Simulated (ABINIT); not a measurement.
Crystal: Al2O3.

```
Al O
1.0
     2.88432    0.00000    0.00000
    -1.44216    2.49790    0.00000
     0.00000    0.00000    9.33675
Al O
2 3
Direct
  0.00000 0.00000 0.85001
  0.00000 0.00000 0.14999
  0.33333 0.66667 0.77768
  0.66667 0.33333 0.00000
  0.33333 0.66667 0.22232
```

Measurements of this composition are mostly on another form, of space group No. 167.

Base run:

* Program: ABINIT 10.8.3 (patched build)
* Functional: PBE
* Potentials or basis: JTH PAW PBE v2.0
* Cutoff: 626 eV
* k mesh: 11 × 11 × 3
* Occupations: fermi-dirac, width 0.05 eV
* Spin: no spin polarisation

Its results: band gap on the k mesh 4.76 eV, indirect (least direct gap 5.00 eV); pressure 0.3 GPa; largest force 0.069 eV/Å.

Task: The run is repeated on the same cell with these changes: functional from PBE to LDA; potentials or basis from JTH PAW PBE v2.0 to JTH PAW LDA v2.0. What comes out?

Result: Band gap on the k mesh 4.74 eV, indirect (least direct gap 4.99 eV); pressure -7.3 GPa; largest force 0.567 eV/Å.

Caveats: an odd mesh through Γ misses points on the zone boundary, where band edges often lie (some runs).
